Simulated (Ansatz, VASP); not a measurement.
## TaN in VASP and in Ansatz

File INCAR:

```
SYSTEM = TaN
PREC     = Accurate       ! precision mode
ENCUT    = 520            ! plane-wave cutoff, eV
EDIFF    = 1E-6           ! SCF threshold, eV
ISMEAR   = -5             ! smearing method
SIGMA    = 0.1            ! smearing width, eV
LREAL    = .FALSE.        ! projectors in reciprocal space
LASPH    = .TRUE.         ! aspherical terms in the spheres
NELM     = 150            ! most SCF steps
ALGO     = Normal         ! electronic algorithm
ISIF     = 2              ! what is computed and relaxed
LWAVE    = .FALSE.        ! write WAVECAR
LCHARG   = .TRUE.         ! write CHGCAR
MAGMOM   = 0 0 0 0 0 0    ! initial moments
LORBIT   = 11             ! projections on sites
LSORBIT  = .TRUE.         ! spin-orbit coupling
GGA_COMPAT= .FALSE.      
LORBMOM  = .TRUE.       
LMAXMIX  = 4              ! l up to which the mixer works
GGA      = PS             ! functional
LVHAR    = .TRUE.       
NBANDS   = 28             ! bands
```

KPOINTS

```
regular mesh
0
G
  10 10 9
  0 0 0
```

The input POSCAR:

```
TaN
1.0
    3.0143455988      0.0000000000      0.0000000000
   -1.5071727994      2.6104998643      0.0000000000
    0.0000000000      0.0000000000      2.9579163926
Ta N
1 1
Direct
    0.0000000000      0.0000000000      0.5000000000
    0.6666666667      0.3333333333      0.0000000000
```

input.yaml

```yaml
crystal:
  lattice:
    - [3.0143455988, 0.0, 0.0]
    - [-1.5071727994, 2.6104998643, 0.0]
    - [0.0, 0.0, 2.9579163926]
  atoms:
    - { symbol: Ta, position: [0.0, 0.0, 0.5] }
    - { symbol: "N", position: [0.6666666667, 0.3333333333, 0.0] }
hamiltonian:
  xc: pbesol
  pseudopotentials: { kind: paw_fr }
magnetization:
  noncollinear: true
  spin_orbit: true
kpoints:
  mp_grid: { grid: [10, 10, 9] }
scf:
  occupations: { method: tetrahedron }
output:
  forces: true
  stress: true
  write_density: true
  write_potential: true
  elf: true
  volumetric_format: npy
```

Change from the starting cell: volume scaled by 1.08.

Alike in both runs: task single point; functional PBEsol; k mesh 10 × 10 × 9; occupations tetrahedron; non-collinear spin, spin-orbit coupling.

|  | VASP | Ansatz |
| --- | --- | --- |
| version | VASP 6.6.1 | Ansatz 0.2.0 |
| potentials or method | VASP PAW PBE potentials, release 64 (Ta_pv, N) | Ansatz PAW |
| plane-wave cutoff (eV) | 520 | 420 |
| valence electrons in the cell | 16 | 18 |

|  | VASP | Ansatz | Ansatz less VASP |
| --- | --- | --- | --- |
| gap on the k mesh at the Fermi level (eV) | none | none | - |
| pressure (GPa) | -26.2 | -27.3 | -1.11 |
| largest component of the traceless stress (GPa) | 1.99 | 2.07 | +0.088 |
| net moment per atom (μB) | 0.00 | 0.00 | 0.000 |

A gap of «none» marks a metal or a gap that the smearing closes. The two sets of potentials don't hold the same shells in valence.

Caveats: so large a pressure means that the cell lies far from this level's equilibrium, or that cutoff or potentials fall short (VASP); the potentials were made for another functional, which shifts forces and pressure (VASP); the pressure holds a Pulay correction of +0.4 GPa for the finite cutoff (Ansatz); the PAW data sets come from PBE, with cores solved anew for the run's functional, which leaves a small shift of forces and pressure (Ansatz); with tetrahedron occupations forces and stress needn't match the slope of the energy (Ansatz).
